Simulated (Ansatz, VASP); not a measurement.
## TiNi in VASP and in Ansatz

INCAR

```
PREC     = Accurate       # precision mode
ENCUT    = 520            # plane-wave cutoff, eV
EDIFF    = 1E-7           # SCF threshold, eV
ISMEAR   = -1             # smearing method
SIGMA    = 0.08           # smearing width, eV
LREAL    = F              # projectors in reciprocal space
LASPH    = T              # aspherical terms in the spheres
NELM     = 100            # most SCF steps
ALGO     = Normal         # electronic algorithm
ISIF     = 2              # what is computed and relaxed
LWAVE    = F              # write WAVECAR
LCHARG   = F              # write CHGCAR
NBANDS   = 18             # bands
```

KPOINTS

```
regular mesh
0
Gamma
  12 12 9
```

File POSCAR:

```
TiNi
1.0
    2.7358030000      0.0000000000      0.0000000000
    0.0000000000      2.7358030000      0.0000000000
    0.0000000000      0.0000000000      3.5814100000
Ti Ni
1 1
Direct
    0.5000000000      0.5000000000      0.5000000000
    0.0000000000      0.0000000000      0.0000000000
```

Input for Ansatz:

```yaml
crystal:
  lattice:
    - [2.735803, 0.0, 0.0]
    - [0.0, 2.735803, 0.0]
    - [0.0, 0.0, 3.58141]
  atoms:
    - { symbol: Ti, position: [0.5, 0.5, 0.5] }
    - { symbol: Ni, position: [0.0, 0.0, 0.0] }
kpoints:
  mp_grid: { grid: [12, 12, 9] }
scf:
  occupations: { method: fermi_dirac, width: 0.08 }
  lower_state_search: "off"
hamiltonian:
  xc: lda
  pseudopotentials: { kind: paw }
output:
  forces: true
  stress: true
  eigenvalues: true
```

Alike in both runs: task single point; functional LDA; k mesh 12 × 12 × 9; occupations fermi-dirac, width 0.08 eV; no spin polarisation.

```csv
,VASP,Ansatz
version,VASP 6.6.1,Ansatz 0.2.0
potentials or method,"VASP PAW LDA potentials, release 64 (Ti_sv, Ni)","PAW with Ansatz's default frozen-core files, scalar-relativistic"
plane-wave cutoff (eV),520,420
valence electrons in the cell,22,30
```

VASP gave:

- pressure (GPa): -11.6
- largest component of the traceless stress (GPa): 1.64

Task: Which values does Ansatz return?

Result: Pressure (GPa): -11.8; largest component of the traceless stress (GPa): 1.56.

The two sets of potentials don't hold the same shells in valence.

Spin polarisation is off, so any magnetic state and its effect on volume and gap are missing.
